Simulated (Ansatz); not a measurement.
## CuO (Tenorite) in Ansatz: the effect of strain

CuO (Tenorite):

```
CELL_PARAMETERS angstrom
2.25086 -1.64486 0.00000
2.25086 1.64486 0.00000
-0.82613 0.00000 5.05944
ATOMIC_POSITIONS crystal
Cu 0.49680 0.00320 0.50000
Cu 0.00320 0.49680 0.00000
O 0.40560 0.57140 0.75370
O 0.57140 0.40560 0.25370
```

Alike in all runs:

| Item | Value |
| --- | --- |
| Program | Ansatz 0.2.0 |
| Task | band structure |
| Functional | PBEsol |
| Potentials or basis | Ansatz PAW |
| Cutoff | 420 eV (not typed: the program's choice for these potentials) |
| k mesh | 8 × 8 × 5 |
| Occupations | fermi-dirac, width 0.05 eV |
| Spin | no spin polarisation |
| Kind of strain | biaxial |
| Path | [["G", "Y", "F", "L", "I"], ["I1", "Z", "F1"], ["Y", "X1"], ["X", "G", "N"], ["M", "G"]] |
| Points for each segment of the path | 14 |

```csv
strain,pressure (GPa),largest force (eV/Å)
-0.04,12.6,0.92
-0.02,?,?
-0.01,0.6,0.77
0,-2.7,0.76
0.01,-5.7,0.75
0.02,-8.4,0.74
0.04,-13.0,0.74
```

Task: What does the run with strain -0.02 give?

Result: Pressure 4.2 GPa; largest force 0.81 eV/Å.

Worked out: A parabola through the other rows of the pressure, of slope -382 GPa per unit of strain there, gives 4.3 GPa, against the run's 4.2. A parabola through the other rows of the largest force, of slope -3.94 eV/Å per unit of strain there, gives 0.82 eV/Å, against the run's 0.81.

Caveats: the run has no spin polarisation, though such a crystal can be magnetic; the PAW data sets come from PBE, with cores solved anew for the run's functional, which leaves a small shift of forces and pressure.
